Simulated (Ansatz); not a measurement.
Input and output of a one-shot G0W0 calculation on BP in the zincblende structure (the PAW code Ansatz, G0W0@PBE with 91 empty bands, a screening cutoff of 150 eV and a 6×6×6 mesh). The cell was relaxed with r2SCAN and then strained, so it isn't that functional's minimum.

```yaml
crystal:
  lattice:
    - [0.0, 2.1775830422, 2.3052611178]
    - [2.1775830422, 0.0, 2.3052611178]
    - [2.1775830422, 2.1775830422, 0.0]
  atoms:
    - { symbol: B, position: [0.0, 0.0, 0.0] }
    - { symbol: P, position: [0.25, 0.25, 0.25] }
kpoints:
  mp_grid: { grid: [6, 6, 6] }
hamiltonian:
  xc: pbe
scf:
  occupations: { method: fixed }
gw:
  n_empty_bands: 91
  ecut_chi: 150
  qp_bands: [v2, c2]
  qp_kpoints: band_edges
  screening: { model: contour_deformation }
```

In the abridged output below, numbers in square brackets stand for lines, or ends of lines, that were taken out.
```
Functional definition: PBE
Crystal: 2 atoms, lattice volume = 21.862 Å³
[1]
Bands: 8, of which v1, the nominal top of the filled ones, is band 4 counted from 1 (3 counted from 0)
Symmetry: 8 space group operations
Space group: I-4m2 (ITA 119)
k-points: 30 of 216 (time reversal used)
SCF 1 converged in 6 iterations: F = -912.318399 eV  dr2 = 1.85e-8
SCF converged after 6 iterations
Free energy (F): -912.318399 eV
Fermi energy:    10.412620 eV
--- Per-component energies (eV) ---
  E_band       = 27.654549
  E_kinetic    = 125.184938
  E_local      = -63.017146
  E_nonlocal   = 45.459639
  E_hartree    = 16.189565
  E_xc         = -95.986053
  E_vxc        = -101.995261
  E_paw        = -648.141649
  E_vpaw       = -10.356557
  E_ewald      = -292.007694
--- G₀W₀: contour deformation, 7 samples at zero and on the imaginary axis and 2 off it, 216 q-points, 91 empty bands' worth ---
    ik  band        ε_KS         Σx   Σc(E_QP)       V_xc       Z   E_QP_lin       E_QP  E_QP is
     0     3     10.4126   -16.5117     1.0844   -14.9296  0.7923     9.9136     9.9149  root
     0     4     10.4126   -16.5117     1.0844   -14.9296  0.7923     9.9136     9.9149  root
     0     5     13.6315  [2]
     0     6     13.6315    -8.9636    -4.5843   -13.9320  0.7915    14.0166    14.0154  root
     1     3      9.2595   -16.7814     1.4052   -14.8380  0.7889     8.7193     8.7213  root
     1     4      9.7697   -16.5786     1.2583   -14.8047  0.7897     9.2524     9.2541  root
     1     5     14.1936    -8.8348    -4.7911   -13.9926  0.7886    14.5615    14.5603  root
     1     6     14.6346    -8.7679    -4.9026   -14.0824  0.7843    15.0482    15.0466  root
     2     3      8.3109   -17.1802     1.8155   -14.7680  0.7833     7.7114     7.7142  root
     2     4      9.0314   -17.0143     1.6310   -14.8149  0.7851     8.4607     8.4630  root
     2     5     14.0333  [3]
     2     6     15.3398    -8.0315    -5.1313   -13.5395  0.7870    15.7180    15.7165  root
     3     3      7.9656   -17.3570     1.9744   -14.7635  0.7813     7.3430     7.3464  root
     3     4      8.7769   -17.2212     1.7772   -14.8541  0.7833     8.1843     8.1870  root
     3     5     13.8131    -8.5031    -4.8407   -13.6622  0.7924    14.1324    14.1315  root
     3     6     15.2258    -7.9725    -5.1125   -13.4446  0.7890    15.5867    15.5854  root
     4     3      8.3984   -16.6588     1.6916   -14.3906  0.7833     7.8192     7.8218  root
     4     4      8.5163   -17.7488     1.8441   -15.2882  0.7798     7.8965     7.8997  root
     4     5     12.5187  [4]
     4     6     15.8864    -8.5606    -5.3357   -14.3446  0.7741    16.3369    16.3347  root
     9     3      6.2520   -17.4424     2.5635   -14.1999  0.7675     5.5676     5.5730  root
     9     4      6.4171   -17.3402     2.5251   -14.1439  0.7671     5.7407     5.7459  root
     9     5     11.2959    -8.0900    -4.1390   -12.4127  0.8037    11.4798    11.4795  root
     9     6     13.3429    -6.5546    -4.7403   -11.5005  0.8040    13.5489    13.5485  root
    12     3      5.5922   -17.6689     2.8542   -14.1100  0.7604     4.8809     4.8874  root
    12     4      5.7190   -17.5791     2.8058   -14.0793  0.7602     5.0190     5.0250  root
    12     5     11.2048    -7.5175    -4.2271   -11.8811  0.8043    11.3413    11.3412  root
    12     6     11.5294    -7.4319    -4.2743   -11.8753  0.8098    11.6986    11.6984  root
    13     3      8.6398   -16.6445     1.6381   -14.4412  0.7840     8.0719     8.0745  root
    13     4      8.6398   -16.6445     1.6381   -14.4412  0.7840     8.0719     8.0745  root
    13     5     13.0228    -8.3380    -4.4533   -13.0911  0.7993    13.3233    13.3227  root
    13     6     16.2326    -8.6234    -5.4007   -14.4743  0.7720    16.6850    16.6827  root
    25     3      6.8945   -17.3022     2.4257   -14.2151  0.7695     6.2281     6.2331  root
    25     4      6.8945   -17.3022     2.4257   -14.2151  0.7695     6.2281     6.2331  root
    25     5     12.0043    -7.9234    -4.2822   -12.3973  0.8045    12.1963    12.1960  root
    25     6     13.7340    -6.6445    -4.7200   -11.5560  0.8061    13.9259    13.9255  root
  […]
```

The points are ik 0 = (0, 0, 0) (Γ), ik 1 = (0, 0, 1/6), ik 2 = (0, 0, 1/3), ik 3 = (0, 0, -1/2) (L), ik 4 = (0, 1/6, 1/6), ik 9 = (0, 1/3, 1/3), ik 12 = (0, -1/2, -1/2) (X), ik 13 = (1/6, 1/6, 0), ik 25 = (1/3, 1/3, 0), ik 29 = (-1/2, -1/2, 0) (X); band 4 is the last filled one.

**Question.** What stood in the gaps? They hold quasiparticle rows, cutoff and plane waves at Γ.

**Answer.**
```
[1]
Basis set: ecut = 420 eV, 427 PW (Γ)
[2]
     0     5     13.6315    -8.9636    -4.5843   -13.9320  0.7915    14.0166    14.0154  root
[3]
     2     5     14.0333    -8.6483    -4.8722   -13.8502  0.7907    14.3638    14.3629  root
[4]
     4     5     12.5187    -8.4889    -4.3494   -13.1348  0.7980    12.8158    12.8152  root
```
Only the leading digits can be foreseen; the rest is this run's record.

Over the mesh points the PBE gap of 0.79 eV becomes a quasiparticle gap of 1.43 eV (Γ to X), a change of +0.64 eV. Renormalisation factors Z lie between 0.76 and 0.81. No extrapolation in bands, cutoff or mesh was made for G0W0.

**Question.** It ran on 1 × NVIDIA H100 80GB HBM3 with 2 threads of AMD EPYC 7R13 Processor (Zen 3), with other jobs on the host, load about 1.6 per core. About how long did it take, and what peak of host memory did it reach?

**Answer.** About 22 s, with a peak of 1.3 GiB.

No spin polarisation and no zero-point or thermal motion.

For so narrow a gap this mesh doesn't settle the screening, and the bands and cutoff are finite.
